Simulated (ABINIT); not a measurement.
# TiTe2 (P-3m1) in ABINIT: settings compared

The runs below take TiTe2 through relaxation of cell and atoms, with PBE, PBE+D3, PBE+D3(BJ), PBE+D4.

All numbers are computed with ABINIT 10.8.3 (patched build); they aren't measurements. Logs are shortened: lines on timing, memory, paths and dates and some standing lists are left out, and cuts for length are marked. The log counts tension as positive stress, the text compression.

## (1) Starting point

Symmetry: P-3m1, No. 164, trigonal system. The conventional cell has a = 3.777 Å, b = 3.777 Å, c = 6.498 Å, α = 90.00°, β = 90.00°, γ = 120.00°. Around Te (site symmetry 3m) lie 3 Ti at 2.77 Å. Ti (site symmetry -3m) is surrounded by 6 Te at 2.77 Å.

## (2) Relaxation of cell and atoms, PBE

run.py

```python
import json, os
import numpy as np
from ase.constraints import FixSymmetry
from ase.optimize import BFGS
from ase.filters import FrechetCellFilter
from ase.units import GPa
from ase.calculators.abinit import Abinit, AbinitProfile
from ase import Atoms

atoms = Atoms(['Te', 'Te', 'Ti'],
              cell=[[3.777, 0.0, 0.0], [-1.8885, 3.2709779501, 0.0], [0.0, 0.0, 6.498]],
              scaled_positions=[[0.3333333333, 0.6666666667, 0.7372], [0.6666666667, 0.3333333333, 0.2628], [0.0, 0.0, 0.0]],
              pbc=True)

profile = AbinitProfile(command='abinit', pp_paths=[os.path.abspath('pseudos')])
params = dict(
    pps='pawxml', xc='PBE',
    chksymtnons=0,
    tolsym=1e-05,
    ecut=408.1708,
    pawecutdg=816.3416,
    pawxcdev=0,
    kptopt=1,
    ngkpt=[8, 8, 4],
    nshiftk=1,
    shiftk=[0.0, 0.0, 0.0],
    ixc=11,
    nband=16,
    occopt=3,
    tsmear=0.05,
    nstep=100,
    tolvrs=1e-09,
    prtwf=0,
    prtden=0,
    ecutsm=0.5,
)

atoms.calc = Abinit(profile=profile, directory='run', **params)
atoms.set_constraint(FixSymmetry(atoms, symprec=1e-4))
opt = BFGS(FrechetCellFilter(atoms), trajectory='opt.traj')
converged = opt.run(fmax=0.03, steps=30)
print('converged', converged)
print('cell (A)', np.round(atoms.cell[:], 5).tolist())
energy = atoms.get_potential_energy()
forces = atoms.get_forces()
stress = atoms.get_stress()
print(f'energy {energy:.6f} eV')
print('forces (eV/A)')
print(np.round(forces, 5))
print('stress (GPa, Voigt, tension positive)', np.round(stress / GPa, 4))
json.dump(dict(energy=energy, forces=forces.tolist(), stress=stress.tolist(), cell=atoms.cell.tolist(), frac=atoms.get_scaled_positions(wrap=False).tolist()), open('results.json', 'w'))
```

Potentials or basis: JTH PAW PBE v2.0.

Run with:

```sh
python run.py
```

The log of the run:

```text
Step          Energy          fmax
BFGS:    0    -2050.899116        0.240417
BFGS:    1    -2050.900676        0.203259
BFGS:    2    -2050.903475        0.115736
BFGS:    3    -2050.904196        0.120432
BFGS:    4    -2050.907099        0.100274
BFGS:    5    -2050.908493        0.077139
BFGS:    6    -2050.908903        0.055038
BFGS:    7    -2050.909041        0.057498
BFGS:    8    -2050.909363        0.073983
BFGS:    9    -2050.909870        0.074297
BFGS:   10    -2050.910167        0.049787
BFGS:   11    -2050.910327        0.015779
converged True
cell (A) [[3.79231, -0.0, 0.0], [-1.89616, 3.28424, -0.0], [0.0, -0.0, 6.72191]]
energy -2050.910327 eV
forces (eV/A)
[[-0.       0.      -0.01097]
 [ 0.      -0.       0.01097]
 [ 0.       0.       0.     ]]
stress (GPa, Voigt, tension positive) [-0.0823 -0.0823 -0.0906  0.      0.      0.    ]
```

abinit.in:

```text
chksymtnons 0
ecut 408.1708 eV
ecutsm 0.5
ixc 11
kptopt 1
natom 3
nband 16
ngkpt
8 8 4
nshiftk 1
nsppol 1
nstep 100
occopt 3
pawecutdg 816.3416 eV
pawxcdev 0
prtden 0
prtwf 0
shiftk
0.0 0.0 0.0
tolsym 1e-05
tolvrs 1e-09
tsmear 0.05 eV
#Definition of the unit cell
acell
1.00000000000000 1.00000000000000 1.00000000000000 Angstrom
rprim
3.79231066992458 -0.00000000000000 0.00000000000000
-1.89615533496229 3.28423737919747 -0.00000000000000
0.00000000000000 -0.00000000000000 6.72190678404562
chkprim 0 # Allow non-primitive cells
#Definition of the atom types
ntypat 2
znucl 22 52
#Enumerate different atomic species
typat
 2 2 1
pseudos "./pseudos/Ti.GGA_PBE-JTH.xml,
./pseudos/Te.GGA_PBE-JTH.xml"
#Definition of the atoms
xcart
-0.00000000035832 4.13753945281998 9.46308188742008
3.58321427476499 2.06876972651343 3.23948097783141
-0.00000000035832 0.00000000020688 -0.00000000000000
chkexit 1 # abinit.exit file in the running directory terminates after the current SCF
```

abinit.abo:

```text
.Version 10.8.3 of ABINIT
 Symmetries : space group P-3 m 1 (#164); Bravais hP (primitive hexag.)
================================================================================
 Values of the parameters that define the memory need of the present run
     intxc =       0    ionmov =       0      iscf =      17    lmnmax =      18
     lnmax =       6     mgfft =      48  mpssoang =       3    mqgrid =    3132
     natom =       3  nloc_mem =       2    nspden =       1   nspinor =       1
    nsppol =       1      nsym =      12    n1xccc =       1    ntypat =       2
    occopt =       3   xclevel =       2
       mpw =        1582          nfft =       34992          nkpt =          35
 PAW method is used; the additional fine FFT grid is defined by:
   mgfftf=        64    nfftf =     82944
================================================================================
================================================================================

--------------------------------------------------------------------------------
------------- Echo of variables that govern the present computation ------------
--------------------------------------------------------------------------------
 -outvars: echo values of preprocessed input variables --------
            acell      1.8897261259E+00  1.8897261259E+00  1.8897261259E+00 Bohr
              amu      4.78800000E+01  1.27600000E+02
          chkexit           1
          chkprim           0
      chksymtnons           0
             ecut      1.50000002E+01 Hartree
           ecutsm      5.00000000E-01 Hartree
              ixc          11
         kptrlatt        8    0    0      0    8    0      0    0    4
          kptrlen      5.08102515E+01
            natom           3
            nband          16
            ngfft          27      27      48
          ngfftdg          36      36      64
             nkpt          35
            nstep         100
             nsym          12
           ntypat           2
           occopt           3
        pawecutdg      3.00000005E+01 Hartree
         pawxcdev           0
[... 187 lines left out ...]
--- !EnergyTerms
iteration_state     : {dtset: 1, }
comment             : Components of total free energy in Hartree
kinetic             :  1.25773044312150E+01
hartree             :  2.47195457969883E+01
xc                  : -1.13695109625434E+01
Ewald energy        : -4.47322042615810E+01
psp_core            :  1.04426043180767E+01
local_psp           : -6.42013253084310E+01
PAW spherical_terms : -2.80553232757990E+00
internal            : -7.53691183138552E+01
'-kT*entropy'       : -4.46059314012917E-04
total_energy        : -7.53695643731692E+01
total_energy_eV     : -2.05091032734964E+03
...

--- !EnergyTermsDC
iteration_state     : {dtset: 1, }
comment             : '"Double-counting" decomposition of free energy'
band_energy         : -1.81766723609959E+01
Ewald energy        : -4.47322042615810E+01
psp_core            :  1.04426043180767E+01
xc_dc               : -2.64534500942641E+01
PAW spherical_terms :  3.55059896206021E+00
internal            : -7.53691234367041E+01
'-kT*entropy'       : -4.46059314012917E-04
total_energy_dc     : -7.53695694960181E+01
total_energy_dc_eV  : -2.05091046674946E+03
...

--- !EnergyTermsWithPAWCore
iteration_state     : {dtset: 1, }
comment             : 'Components of total free energy, including PAW core contributions'
Total energy        : -1.44430809590105E+04
Total energy DC     : -1.44430809641333E+04
Total energy (eV)   : -3.93016254557608E+05
Total energy DC (eV): -3.93016254697008E+05
...

 Cartesian components of stress tensor (hartree/bohr^3)
  sigma(1 1)= -2.79585911E-06  sigma(3 2)=  0.00000000E+00
  sigma(2 2)= -2.79585911E-06  sigma(3 1)=  0.00000000E+00
  sigma(3 3)= -3.07910800E-06  sigma(2 1)=  0.00000000E+00

-Cartesian components of stress tensor (GPa)         [Pressure=  8.5035E-02 GPa]
- sigma(1 1)= -8.22570149E-02  sigma(3 2)=  0.00000000E+00
- sigma(2 2)= -8.22570149E-02  sigma(3 1)=  0.00000000E+00
- sigma(3 3)= -9.05904850E-02  sigma(2 1)=  0.00000000E+00

== END DATASET(S) ==============================================================
================================================================================

 -outvars: echo values of variables after computation  --------
            acell      1.8897261259E+00  1.8897261259E+00  1.8897261259E+00 Bohr
           etotal     -7.5369569496E+01
            fcart     -3.1310868496E-30  1.9885072190E-29 -2.1329404246E-04
                       6.2621736992E-30 -1.8077338355E-29  2.1329404246E-04
                      -3.1310868496E-30 -1.8077338355E-30 -0.0000000000E+00
            rprim      3.7923106699E+00 -0.0000000000E+00  0.0000000000E+00
                      -1.8961553350E+00  3.2842373792E+00 -0.0000000000E+00
                       0.0000000000E+00 -0.0000000000E+00  6.7219067840E+00
           strten     -2.7958591087E-06 -2.7958591087E-06 -3.0791080006E-06
                       0.0000000000E+00  0.0000000000E+00  0.0000000000E+00
           xangst     -1.8961517365E-10  2.1894915862E+00  5.0076472765E+00
                       1.8961553348E+00  1.0947457932E+00  1.7142595076E+00
                      -1.8961477808E-10  1.0947618132E-10  0.0000000000E+00
             xred      3.3333333330E-01  6.6666666670E-01  7.4497422195E-01
                       6.6666666663E-01  3.3333333337E-01  2.5502577805E-01
                      -3.3332890243E-11  3.3333821121E-11  0.0000000000E+00
 Calculation completed.
```

It took 15 min on 1 thread of AMD EPYC, shared host; peak memory 0.13 GiB.

What came out:

| Quantity | Value |
| --- | --- |
| Free energy | -2050.9105 eV |
| Relaxed volume | 27.91 Å³/atom |
| Relaxed cell | a = 3.792 Å, b = 3.792 Å, c = 6.722 Å, α = 90.00°, β = 90.00°, γ = 120.00° |
| Space group after relaxing (to 0.05 Å) | P-3m1 (No. 164) |
| Energy gained by relaxing | 3.7 meV/atom |
| Ionic steps | 12 |
| Pressure after relaxing | 0.1 GPa |
| Largest force after relaxing | 0.011 eV/Å |
| Band gap on the k mesh | none (metal or under the smearing width) |
| Valence electrons inside the program's atomic spheres | Te 3.16; Ti 10.08 |

Forces on the atoms (eV/Å):
```
Te   0.000  0.000 -0.011
Te   0.000  0.000  0.011
Ti   0.000  0.000  0.000
```

Step by step:
```tsv
step	energy change (eV)	largest force (eV/Å)	pressure (GPa)	volume (Å³)
1	0.0000	0.0317	1.11	80.28
2	-0.0016	0.0034	0.91	80.49
3	-0.0044	0.1150	0.07	81.53
4	-0.0051	0.1195	-0.01	81.70
5	-0.0080	0.0987	-0.32	82.88
6	-0.0094	0.0456	-0.29	83.48
7	-0.0098	0.0032	-0.13	83.64
8	-0.0099	0.0200	-0.04	83.60
9	-0.0102	0.0389	0.09	83.50
10	-0.0108	0.0461	0.18	83.44
11	-0.0111	0.0327	0.19	83.50
12	-0.0112	0.0110	0.09	83.72
```

Final structure:
```xyz
3
Lattice="3.7923 0.0000 0.0000 -1.8962 3.2842 0.0000 0.0000 0.0000 6.7219" Properties=species:S:1:pos:R:3 pbc="T T T"
Te    0.0000    2.1895    5.0076
Te    1.8962    1.0947    1.7143
Ti    0.0000    0.0000    0.0000
```

Caveat: the log and the count of SCF iterations are those of the last ABINIT call alone; this functional lacks dispersion, which binds the layers, so the pressure and a relaxed spacing across them are unreliable. Spin-orbit coupling is left out, which matters for the levels of Te.

## (3) Relaxation of cell and atoms, PBE+D3

Edit run.py of step 2 so:

```diff
@@ -6,2 +6,4 @@
 from ase.units import GPa
+from ase.calculators.mixing import SumCalculator
+from dftd3.ase import DFTD3
 from ase.calculators.abinit import Abinit, AbinitProfile
@@ -37,3 +39,3 @@
 
-atoms.calc = Abinit(profile=profile, directory='run', **params)
+atoms.calc = SumCalculator([Abinit(profile=profile, directory='run', **params), DFTD3(method='pbe', damping='d3zero')])
 atoms.set_constraint(FixSymmetry(atoms, symprec=1e-4))
```

Potentials or basis: JTH PAW PBE v2.0.

Run with:

```sh
python run.py
```

Wall time 3.2 min (1 thread of AMD EPYC, shared host); peak memory 0.13 GiB.

The run converged. Its results:

```yaml
Free_energy: -2051.7307 eV
Relaxed_volume: 26.75 Å³/atom
Relaxed_cell: a = 3.776 Å, b = 3.776 Å, c = 6.501 Å, α = 90.00°, β = 90.00°, γ = 120.00°
Space_group_after_relaxing_to_0.05_Å: P-3m1 (No. 164)
Energy_gained_by_relaxing: 0.1 meV/atom
Ionic_steps: 3
Pressure_after_relaxing: -0.2 GPa
Band_gap_on_the_k_mesh: none (metal or under the smearing width)
Valence_electrons_inside_the_program's_atomic_spheres: Te 3.16; Ti 10.08
Dispersion_energy_per_atom: -0.277 eV
```

The path:
| step | energy change (eV) | largest force (eV/Å) | pressure (GPa) | volume (Å³) |
| --- | --- | --- | --- | --- |
| 1 | 0.0000 | 0.0515 | 0.01 | 80.28 |
| 2 | -0.0001 | 0.0439 | -0.02 | 80.28 |
| 3 | -0.0004 | 0.0019 | -0.16 | 80.26 |

Final structure:
```
Te Ti
1.0
     3.77570    0.00000    0.00000
    -1.88785    3.26986    0.00000
     0.00000    0.00000    6.50088
Te Ti
2 1
Cartesian
  0.0000 2.1799 4.7873
  1.8879 1.0900 1.7136
  0.0000 0.0000 0.0000
```

Levels at points of the mesh, in eV from the Fermi level:
```csv
k point,band 10,band 11,band 12,band 13,band 14,band 15
"(0.00, 0.00, 0.00)",0.36,0.42,0.42,0.57,1.07,1.07
"(0.50, 0.00, 0.00)",-2.41,-1.74,-1.11,0.02,1.17,1.50
"(0.00, 0.00, 0.50)",-1.59,0.41,0.41,0.76,0.76,1.04
"(0.50, 0.00, 0.50)",-2.01,-0.97,-0.59,-0.26,1.17,1.48
```

Caveat: the log and the count of SCF iterations are those of the last ABINIT call alone. Spin-orbit coupling is left out, which matters for the levels of Te.

## (4) Relaxation of cell and atoms, PBE+D3(BJ)

Edit run.py of step 3 so:

```diff
@@ -39,3 +39,3 @@
 
-atoms.calc = SumCalculator([Abinit(profile=profile, directory='run', **params), DFTD3(method='pbe', damping='d3zero')])
+atoms.calc = SumCalculator([Abinit(profile=profile, directory='run', **params), DFTD3(method='pbe', damping='d3bj')])
 atoms.set_constraint(FixSymmetry(atoms, symprec=1e-4))
```

Run with:

```sh
python run.py
```

Run time: 11 min. Hardware: 1 thread of AMD EPYC, shared host; peak memory 0.13 GiB.

It converged, with:

```
Free energy                                           : -2052.4022 eV
Relaxed volume                                        : 25.35 Å³/atom
Relaxed cell                                          : a = 3.716 Å, b = 3.716 Å, c = 6.359 Å, α = 90.00°, β = 90.00°, γ = 120.00°
Space group after relaxing (to 0.05 Å)                : P-3m1 (No. 164)
Energy gained by relaxing                             : 9.9 meV/atom
Ionic steps                                           : 10
Pressure after relaxing                               : -0.1 GPa
Largest force after relaxing                          : 0.012 eV/Å
Band gap on the k mesh                                : none (metal or under the smearing width)
Valence electrons inside the program's atomic spheres : Te 3.17; Ti 10.11
Dispersion energy per atom                            : -0.519 eV
```

Forces in eV/Å, atoms in the order of the input:
```
Te   0.000  0.000  0.012
Te   0.000  0.000 -0.012
Ti   0.000  0.000  0.000
```

Step by step:
| step | energy change (eV) | largest force (eV/Å) | pressure (GPa) | volume (Å³) |
| --- | --- | --- | --- | --- |
| 1 | 0.0000 | 0.0372 | -1.83 | 80.28 |
| 2 | -0.0041 | 0.0688 | -1.58 | 79.93 |
| 3 | -0.0186 | 0.2655 | 0.22 | 77.43 |
| 4 | -0.0204 | 0.2475 | 0.27 | 77.18 |
| 5 | -0.0284 | 0.0180 | 0.14 | 75.89 |
| 6 | -0.0286 | 0.0104 | -0.01 | 76.10 |
| 7 | -0.0287 | 0.0015 | -0.10 | 76.21 |
| 8 | -0.0290 | 0.0109 | -0.22 | 76.30 |
| 9 | -0.0295 | 0.0175 | -0.24 | 76.26 |
| 10 | -0.0298 | 0.0116 | -0.14 | 76.06 |

Final structure:
```
Te Ti
1.0
     3.71641    0.00000    0.00000
    -1.85821    3.21851    0.00000
     0.00000    0.00000    6.35918
Te Ti
2 1
Direct
  0.33333 0.66667 0.72884
  0.66667 0.33333 0.27116
  0.00000 0.00000 0.00000
```

Levels at points of the mesh, in eV from the Fermi level:
| k point | band 9 | band 10 | band 11 | band 12 | band 13 | band 14 | band 15 | band 16 |
| --- | --- | --- | --- | --- | --- | --- | --- | --- |
| (0.00, 0.00, 0.00) | -1.62 | 0.30 | 0.46 | 0.46 | 0.77 | 1.23 | 1.23 | 3.06 |
| (0.50, 0.00, 0.00) | -2.92 | -2.52 | -1.72 | -1.18 | -0.02 | 1.28 | 1.63 | 2.43 |
| (0.00, 0.00, 0.50) | -1.53 | -1.53 | 0.44 | 0.44 | 0.80 | 0.80 | 1.12 | 3.65 |
| (0.50, 0.00, 0.50) | -2.54 | -2.08 | -0.89 | -0.47 | -0.35 | 1.27 | 1.61 | 2.56 |

Caveat: the log and the count of SCF iterations are those of the last ABINIT call alone. The run has no spin-orbit coupling, so splittings on Te are missing.

[end of part 1 of 2]
